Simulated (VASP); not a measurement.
# CeO (Pm-3m) in VASP: further runs

One crystal, CeO, is run at these levels: PBEsol+U; tasks: single point.

Program: VASP 6.6.1. These are calculated values, not measurements. Logs are shortened: lines on timing, memory, paths and dates and some standing lists are left out, and cuts for length are marked.

### 1 The structure

The structure is cubic, space group Pm-3m (No. 221). The conventional cell has a = 2.888 Å, b = 2.888 Å, c = 2.888 Å, α = 90.00°, β = 90.00°, γ = 90.00°. Around Ce (site symmetry m-3m) lie 8 O at 2.50 Å. O (site symmetry m-3m) is surrounded by 8 Ce at 2.50 Å.

The cell comes from a database or a generator and needn't be the stable form of this composition.

### 2 Single point, PBEsol+U, collinear spin, antiferromagnetic start

Input file INCAR:

```
PREC = Accurate ; ENCUT = 520
EDIFF = 1E-7 ; ISMEAR = 0
SIGMA = 0.05 ; LREAL = False
LASPH = True ; NELM = 150
ALGO = Normal ; ISIF = 2
LWAVE = False ; LCHARG = True
ISPIN = 2 ; MAGMOM = 1 -1 0 0
LORBIT = 11 ; LMAXMIX = 6
LDAU = True ; LDAUTYPE = 2
LDAUL = 3 -1 ; LDAUU = 5 0
LDAUJ = 0 0 ; LDAUPRINT = 1
GGA = PS ; LELF = True
LVHAR = True ; NBANDS = 30
```

Input file KPOINTS:

```
regular mesh
0
Gamma
  7 7 4
```

Input file POSCAR:

```
CeO
1.0
    2.8880971600      0.0000000000      0.0000000000
    0.0000000000      2.8880971600      0.0000000000
    0.0000000000      0.0000000000      5.7761943200
Ce O
2 2
Direct
    0.0000000000      0.0000000000      0.0000000000
    0.0000000000      0.0000000000      0.5000000000
    0.5000000000      0.5000000000      0.2500000000
    0.5000000000      0.5000000000      0.7500000000
```

Potentials or basis: VASP PAW PBE potentials, release 64 (Ce, O).

Command:

```sh
$ cat potpaw_PBE.64/Ce/POTCAR potpaw_PBE.64/O/POTCAR > POTCAR
$ mpirun -np 1 vasp_std > vasp.out
```

OUTCAR:

```text
PREC = Accurate
   ENCUT = 520
   EDIFF = 1E-7
   ISMEAR = 0
   LREAL = False
   LASPH = True
   NELM = 150
   ISIF = 2
   ISPIN = 2
   LORBIT = 11
   GGA = PS

 ion  position               nearest neighbor table
   1  0.000  0.000  0.000-   3 2.50   4 2.50   3 2.50   4 2.50   3 2.50   4 2.50   3 2.50   4 2.50
                             2 2.89   2 2.89
   2  0.000  0.000  0.500-   3 2.50   4 2.50   3 2.50   4 2.50   3 2.50   4 2.50   3 2.50   4 2.50
                             1 2.89   1 2.89
   3  0.500  0.500  0.250-   1 2.50   2 2.50   1 2.50   2 2.50   1 2.50   2 2.50   1 2.50   2 2.50

   4  0.500  0.500  0.750-   1 2.50   2 2.50   1 2.50   2 2.50   1 2.50   2 2.50   1 2.50   2 2.50

  LATTYP: Found a simple tetragonal cell.
 ALAT       =     2.8880971600
 C/A-ratio  =     2.0000000000

  Lattice vectors:

 A1 = (   2.8880971600,   0.0000000000,   0.0000000000)
 A2 = (   0.0000000000,   2.8880971600,   0.0000000000)
 A3 = (   0.0000000000,   0.0000000000,   5.7761943200)

Analysis of symmetry for initial positions (statically):
=====================================================================
 Subroutine PRICEL returns following result:

  LATTYP: Found a simple cubic cell.
 ALAT       =     2.8880971600
[... 12 lines left out ...]
 Subroutine GETGRP returns: Found 16 space group operations
 (whereof 16 operations were pure point group operations)
 out of a pool of 16 trial point group operations.

The static configuration has the point symmetry D_4h.

Analysis of symmetry for dynamics (positions and initial velocities):
=====================================================================
 Subroutine PRICEL returns following result:

  LATTYP: Found a simple cubic cell.
 ALAT       =     2.8880971600
[... 12 lines left out ...]
 Subroutine GETGRP returns: Found 16 space group operations
 (whereof 16 operations were pure point group operations)
 out of a pool of 16 trial point group operations.

The dynamic configuration has the point symmetry D_4h.

Analysis of structural, dynamic, and magnetic symmetry:
=====================================================================
 Subroutine PRICEL returns following result:

  LATTYP: Found a simple cubic cell.
 ALAT       =     2.8880971600
[... 12 lines left out ...]
 Subroutine GETGRP returns: Found 16 space group operations
 (whereof 16 operations were pure point group operations)
 out of a pool of 16 trial point group operations.

The overall configuration has the point symmetry D_4h.

 Subroutine INISYM returns: Found 16 space group operations
 (whereof 16 operations are pure point group operations),
 and found     2 'primitive' translations

----------------------------------------------------------------------------------------

                                     Primitive cell

  volume of cell :      24.0899

  direct lattice vectors                    reciprocal lattice vectors
     2.888097160  0.000000000  0.000000000     0.346248739  0.000000000  0.000000000
     0.000000000  2.888097160  0.000000000     0.000000000  0.346248739  0.000000000
     0.000000000  0.000000000  2.888097160     0.000000000  0.000000000  0.346248739

  length of vectors
     2.888097160  2.888097160  2.888097160     0.346248739  0.346248739  0.346248739

  position of ions in fractional coordinates (direct lattice)
     0.000000000  0.000000000  0.000000000
     0.500000000  0.500000000  0.500000000

  ion indices of the primitive-cell ions
   primitive index   ion index
[... 164 lines left out ...]
  o =  0.0211  v =  0.0000  0.0000 -0.0000  1.0000  0.0000 -0.0000  0.0000  0.0000  0.0000  0.0000  0.0000  0.0000  0.0000  0.0000      0.0000  0.0000  0.0000  0.0000  0.0000  0.0000  0.0000  0.0000  0.0000  0.0000  0.0000  0.0000  0.0000  0.0000
  o =  0.0219  v =  0.0000  0.0000  0.0000  0.0000  0.0000  0.0000  0.0000  0.0000  0.0000  0.0000 -1.0000  0.0000  0.0000 -0.0000      0.0000  0.0000  0.0000  0.0000  0.0000  0.0000  0.0000  0.0000  0.0000  0.0000  0.0000  0.0000  0.0000  0.0000
  o =  0.0304  v =  0.0000  0.0000  0.0000  0.0000  0.0000  0.0000  0.0000 -0.0000  1.0000 -0.0000  0.0000  0.0000 -0.0000  0.0000      0.0000  0.0000  0.0000  0.0000  0.0000  0.0000  0.0000  0.0000  0.0000  0.0000  0.0000  0.0000  0.0000  0.0000
  o =  0.0324  v =  0.0000  1.0000  0.0000 -0.0000  0.0000 -0.0000  0.0000  0.0000  0.0000  0.0000  0.0000  0.0000  0.0000  0.0000      0.0000  0.0000  0.0000  0.0000  0.0000  0.0000  0.0000  0.0000  0.0000  0.0000  0.0000  0.0000  0.0000  0.0000
  o =  0.5128  v = -0.6431  0.0000 -0.7658 -0.0000 -0.0000 -0.0000  0.0000  0.0000  0.0000  0.0000  0.0000  0.0000  0.0000  0.0000      0.0000  0.0000  0.0000  0.0000  0.0000  0.0000  0.0000  0.0000  0.0000  0.0000  0.0000  0.0000  0.0000  0.0000
  o =  0.5128  v =  0.0000 -0.0000  0.0000  0.0000 -0.7658  0.0000  0.6431  0.0000  0.0000  0.0000  0.0000  0.0000  0.0000  0.0000      0.0000  0.0000  0.0000  0.0000  0.0000  0.0000  0.0000  0.0000  0.0000  0.0000  0.0000  0.0000  0.0000  0.0000

atom =   2  type =  1  l = 3

 onsite density matrix

spin component  1

  0.0163 -0.0000  0.0050  0.0000  0.0000  0.0000 -0.0000
 -0.0000  0.0304 -0.0000 -0.0000  0.0000 -0.0000 -0.0000
  0.0050 -0.0000  0.0151  0.0000 -0.0000  0.0000  0.0000
  0.0000 -0.0000  0.0000  0.0219 -0.0000 -0.0000 -0.0000
  0.0000  0.0000 -0.0000 -0.0000  0.0151 -0.0000 -0.0050
  0.0000 -0.0000  0.0000 -0.0000 -0.0000  0.0097  0.0000
 -0.0000 -0.0000  0.0000 -0.0000 -0.0050  0.0000  0.0163

spin component  2

  0.2188 -0.0000  0.2469 -0.0000  0.0000  0.0000 -0.0000
 -0.0000  0.0324  0.0000 -0.0000  0.0000 -0.0000 -0.0000
  0.2469  0.0000  0.3055  0.0000 -0.0000  0.0000  0.0000
 -0.0000 -0.0000  0.0000  0.0211 -0.0000 -0.0000 -0.0000
  0.0000  0.0000 -0.0000 -0.0000  0.3055 -0.0000 -0.2469
  0.0000 -0.0000  0.0000 -0.0000 -0.0000  0.0111 -0.0000
 -0.0000 -0.0000  0.0000 -0.0000 -0.2469 -0.0000  0.2188

 occupancies and eigenvectors

  o =  0.0097  v =  0.0000  0.0000 -0.0000  0.0000  0.0000  1.0000 -0.0000  0.0000  0.0000  0.0000  0.0000  0.0000  0.0000  0.0000      0.0000  0.0000  0.0000  0.0000  0.0000  0.0000  0.0000  0.0000  0.0000  0.0000  0.0000  0.0000  0.0000  0.0000
  o =  0.0107  v = -0.0043  0.0000  0.0048 -0.0000 -0.7461  0.0000 -0.6658  0.0000  0.0000  0.0000  0.0000  0.0000  0.0000  0.0000      0.0000  0.0000  0.0000  0.0000  0.0000  0.0000  0.0000  0.0000  0.0000  0.0000  0.0000  0.0000  0.0000  0.0000
  o =  0.0107  v = -0.6658 -0.0000  0.7461  0.0000  0.0048  0.0000  0.0043  0.0000  0.0000  0.0000  0.0000  0.0000  0.0000  0.0000      0.0000  0.0000  0.0000  0.0000  0.0000  0.0000  0.0000  0.0000  0.0000  0.0000  0.0000  0.0000  0.0000  0.0000
  o =  0.0111  v =  0.0000  0.0000  0.0000  0.0000  0.0000  0.0000  0.0000 -0.0000 -0.0000  0.0000 -0.0000 -0.0000 -1.0000 -0.0000      0.0000  0.0000  0.0000  0.0000  0.0000  0.0000  0.0000  0.0000  0.0000  0.0000  0.0000  0.0000  0.0000  0.0000
  o =  0.0115  v =  0.0000  0.0000  0.0000  0.0000  0.0000  0.0000  0.0000  0.0030  0.0000 -0.0025  0.0000 -0.6431  0.0000 -0.7658      0.0000  0.0000  0.0000  0.0000  0.0000  0.0000  0.0000  0.0000  0.0000  0.0000  0.0000  0.0000  0.0000  0.0000
  o =  0.0115  v =  0.0000  0.0000  0.0000  0.0000  0.0000  0.0000  0.0000  0.7658  0.0000 -0.6431  0.0000  0.0025 -0.0000  0.0030      0.0000  0.0000  0.0000  0.0000  0.0000  0.0000  0.0000  0.0000  0.0000  0.0000  0.0000  0.0000  0.0000  0.0000
  o =  0.0207  v =  0.0109  0.0000  0.0097  0.0000  0.6657 -0.0000 -0.7461  0.0000  0.0000  0.0000  0.0000  0.0000  0.0000  0.0000      0.0000  0.0000  0.0000  0.0000  0.0000  0.0000  0.0000  0.0000  0.0000  0.0000  0.0000  0.0000  0.0000  0.0000
  o =  0.0207  v =  0.7461 -0.0000  0.6657 -0.0000 -0.0097  0.0000  0.0109  0.0000  0.0000  0.0000  0.0000  0.0000  0.0000  0.0000      0.0000  0.0000  0.0000  0.0000  0.0000  0.0000  0.0000  0.0000  0.0000  0.0000  0.0000  0.0000  0.0000  0.0000
  o =  0.0211  v =  0.0000  0.0000  0.0000  0.0000  0.0000  0.0000  0.0000 -0.0000 -0.0000  0.0000  1.0000  0.0000 -0.0000  0.0000      0.0000  0.0000  0.0000  0.0000  0.0000  0.0000  0.0000  0.0000  0.0000  0.0000  0.0000  0.0000  0.0000  0.0000
  o =  0.0219  v = -0.0000  0.0000 -0.0000 -1.0000  0.0000  0.0000 -0.0000  0.0000  0.0000  0.0000  0.0000  0.0000  0.0000  0.0000      0.0000  0.0000  0.0000  0.0000  0.0000  0.0000  0.0000  0.0000  0.0000  0.0000  0.0000  0.0000  0.0000  0.0000
  o =  0.0304  v =  0.0000 -1.0000 -0.0000 -0.0000 -0.0000  0.0000 -0.0000  0.0000  0.0000  0.0000  0.0000  0.0000  0.0000  0.0000      0.0000  0.0000  0.0000  0.0000  0.0000  0.0000  0.0000  0.0000  0.0000  0.0000  0.0000  0.0000  0.0000  0.0000
  o =  0.0324  v =  0.0000  0.0000  0.0000  0.0000  0.0000  0.0000  0.0000 -0.0000  1.0000  0.0000  0.0000  0.0000 -0.0000  0.0000      0.0000  0.0000  0.0000  0.0000  0.0000  0.0000  0.0000  0.0000  0.0000  0.0000  0.0000  0.0000  0.0000  0.0000
  o =  0.5128  v =  0.0000  0.0000  0.0000  0.0000  0.0000  0.0000  0.0000  0.6431  0.0000  0.7658 -0.0000  0.0000  0.0000 -0.0000      0.0000  0.0000  0.0000  0.0000  0.0000  0.0000  0.0000  0.0000  0.0000  0.0000  0.0000  0.0000  0.0000  0.0000
  o =  0.5128  v =  0.0000  0.0000  0.0000  0.0000  0.0000  0.0000  0.0000  0.0000  0.0000  0.0000  0.0000 -0.7658  0.0000  0.6431      0.0000  0.0000  0.0000  0.0000  0.0000  0.0000  0.0000  0.0000  0.0000  0.0000  0.0000  0.0000  0.0000  0.0000

 number of electron      35.9999996 magnetization       0.0000000

 Free energy of the ion-electron system (eV)
  ---------------------------------------------------
  ext. energy  EPLUGINS =         0.00000000
  ---------------------------------------------------
  free energy    TOTEN  =       -27.79160319 eV

  energy without entropy =      -27.78552618  energy(sigma->0) =      -27.78856469

 E-fermi :  13.6224     XC(G=0): -13.4185

 val. band max:       13.6059142699   @ k =   0.1429   0.1429   0.5000
 cond. band min:      13.6405842923   @ k =   0.1429   0.1429   0.0000
 fundamental gap:      0.0346700224
 Fermi energy:        13.6224325705

 spin component 1

 k-point     1 :       0.0000    0.0000    0.0000
  band No.  band energies     occupation
      1     -22.6442      1.00000
      2     -21.6148      1.00000
      3      -9.9317      1.00000
      4      -6.7025      1.00000
      5      -3.1288      1.00000
      6      -3.0524      1.00000
[... 1577 lines left out ...]
     29      16.8489      0.00000
     30      16.9113      0.00000

 [... further k-points ...]

------------------------ aborting loop because EDIFF is reached ----------------------------------------

  FORCE on cell =-STRESS in cart. coord.  units (eV):
  Direction    XX          YY          ZZ          XY          YZ          ZX
  --------------------------------------------------------------------------------------
  -------------------------------------------------------------------------------------
  Total       14.6082495     14.6082495     13.8688433      0.0000000     -0.0000000     -0.0000000
  in kB      485.7841791    485.7841791    461.1958907      0.0000000     -0.0000000     -0.0000000
  external PRESSURE =     477.5880830 kB  Pullay stress =       0.0000000 kB

 VOLUME and BASIS-vectors are now :
 -----------------------------------------------------------------------------
  energy-cutoff  :      520.00
  volume of cell :       48.18
      direct lattice vectors                 reciprocal lattice vectors
     2.888097160  0.000000000  0.000000000     0.346248739  0.000000000  0.000000000
     0.000000000  2.888097160  0.000000000     0.000000000  0.346248739  0.000000000
     0.000000000  0.000000000  5.776194320     0.000000000  0.000000000  0.173124370

 POSITION                                       TOTAL-FORCE (eV/Angst)
 -----------------------------------------------------------------------------------
      0.00000      0.00000      0.00000         0.000000      0.000000     -0.000000
      0.00000      0.00000      2.88810         0.000000      0.000000      0.000000
      1.44405      1.44405      1.44405         0.000000      0.000000      0.000000
      1.44405      1.44405      4.33215        -0.000000     -0.000000      0.000000
 -----------------------------------------------------------------------------------
    total drift:                                0.000000     -0.000000     -0.000000

  FREE ENERGIE OF THE ION-ELECTRON SYSTEM (eV)
  ---------------------------------------------------
  free  energy   TOTEN  =       -27.7916031902 eV

  energy  without entropy=      -27.7855261848  energy(sigma->0) =      -27.78856469

 total charge

# of ion       s       p       d       f       tot
--------------------------------------------------
    1        2.029   5.687   1.367   1.226  10.309
    2        2.029   5.687   1.367   1.226  10.309
    3        1.561   3.473   0.000   0.000   5.035
    4        1.561   3.473   0.000   0.000   5.035
--------------------------------------------------
tot          7.181  18.322   2.735   2.451  30.689

 magnetization (x)

# of ion       s       p       d       f       tot
--------------------------------------------------
    1        0.002   0.003   0.165   0.985   1.155
    2       -0.002  -0.003  -0.165  -0.985  -1.155
    3        0.000   0.000   0.000   0.000   0.000
    4        0.000   0.000   0.000   0.000   0.000
--------------------------------------------------
tot          0.000   0.000   0.000   0.000   0.000
```

It took 1.7 min on 1 thread of Intel Xeon Platinum 8488C (Sapphire Rapids), shared host; peak memory 0.24 GiB.

Results:

```
Free energy                                           : -27.7916 eV
Pressure                                              : 47.8 GPa
Band gap on the k mesh                                : none (metal or under the smearing width)
Net moment                                            : 0.00 μB per cell
Site moments                                          : Ce +1.16, -1.16; O +0.00 μB
Valence electrons inside the program's atomic spheres : Ce 10.31; O 5.04
```

Eigenvalues of the final occupation matrices:
| site | spin | trace | eigenvalues |
| --- | --- | --- | --- |
| site 1 f | 1 | 1.11 | 0.01 0.01 0.01 0.02 0.03 0.51 0.51 |
| site 1 f | 2 | 0.12 | 0.01 0.01 0.01 0.02 0.02 0.02 0.03 |
| site 2 f | 1 | 0.12 | 0.01 0.01 0.01 0.02 0.02 0.02 0.03 |
| site 2 f | 2 | 1.11 | 0.01 0.01 0.01 0.02 0.03 0.51 0.51 |

Caveat: the magnetic or orbital state may not be the lowest; a pressure of tens of GPa on the cell as given is suspect, and the run, the potentials or the cell itself is likely at fault; the PAW data sets were made with another functional, which shifts forces and pressure a little; spin-orbit coupling is left out, which moves the levels of the heavy elements. The state reached can hang on the start; a lower one may exist.

### 3 Single point, PBEsol+U, collinear spin, random start

This run uses another cell than the first one: it holds 2 atoms, not 4.

Input file INCAR:

```
SYSTEM = CeO
PREC = Accurate
ENCUT = 520
EDIFF = 1E-6
ISMEAR = 0
SIGMA = 0.05
LREAL = .FALSE.
LASPH = .TRUE.
NELM = 100
ALGO = Normal
ISIF = 2
LWAVE = .FALSE.
LCHARG = .FALSE.
ISPIN = 2
MAGMOM = -0.69 0
LORBIT = 11
LMAXMIX = 6
LDAU = .TRUE.
LDAUTYPE = 2
LDAUL = 3 -1
LDAUU = 5 0
LDAUJ = 0 0
LDAUPRINT = 1
GGA = PS
NBANDS = 20
```

Input file KPOINTS:

```
regular mesh
0
G
  7 7 7
  0 0 0
```

Input file POSCAR:

```
CeO
1.0
    2.8880971600      0.0000000000      0.0000000000
    0.0000000000      2.8880971600      0.0000000000
    0.0000000000      0.0000000000      2.8880971600
Ce O
1 1
Direct
    0.0000000000      0.0000000000      0.0000000000
    0.5000000000      0.5000000000      0.5000000000
```

Potentials or basis: VASP PAW PBE potentials, release 64 (Ce, O).

Command:

```sh
$ cat potpaw_PBE.64/Ce/POTCAR potpaw_PBE.64/O/POTCAR > POTCAR
$ mpirun -np 1 vasp_std > vasp.out
```

Wall time 22 s (1 thread of Intel Xeon Platinum 8488C (Sapphire Rapids), shared host); peak memory 0.17 GiB.

The run converged. Its results:

- Free energy: -13.6931 eV
- Pressure: 45.3 GPa
- Band gap on the k mesh: none (metal or under the smearing width)
- Net moment: -0.94 μB per cell
- Site moments: Ce -0.91; O +0.02 μB
- Valence electrons inside the program's atomic spheres: Ce 10.26; O 5.02

Levels at points of the mesh, in eV from the Fermi level:
Spin up:
```
           k point  band 7  band 8  band 9  band 10  band 11  band 12
(0.00, 0.00, 0.00)   -4.55   -4.55   -3.35    -3.35     1.81     1.81
```
Spin down:
```tsv
k point	band 6	band 7	band 8	band 9	band 10	band 11	band 12	band 13	band 14	band 15
(0.00, 0.00, 0.00)	-4.64	-4.64	-4.64	-3.75	-3.75	1.07	1.07	1.07	1.44	1.44
```

Eigenvalues of the final occupation matrices:
```csv
site,spin,trace,eigenvalues
site 1 f,1,0.15,0.01 0.01 0.01 0.03 0.03 0.03 0.03
site 1 f,2,0.90,0.01 0.01 0.01 0.04 0.28 0.28 0.28
```

Caveat: the magnetic or orbital state may not be the lowest; a pressure of tens of GPa on the cell as given is suspect, and the run, the potentials or the cell itself is likely at fault; the PAW data sets were made with another functional, which shifts forces and pressure a little; spin-orbit coupling is left out, which moves the levels of the heavy elements. The state reached can hang on the start; a lower one may exist.

(Part 1 of 2 ends here.)
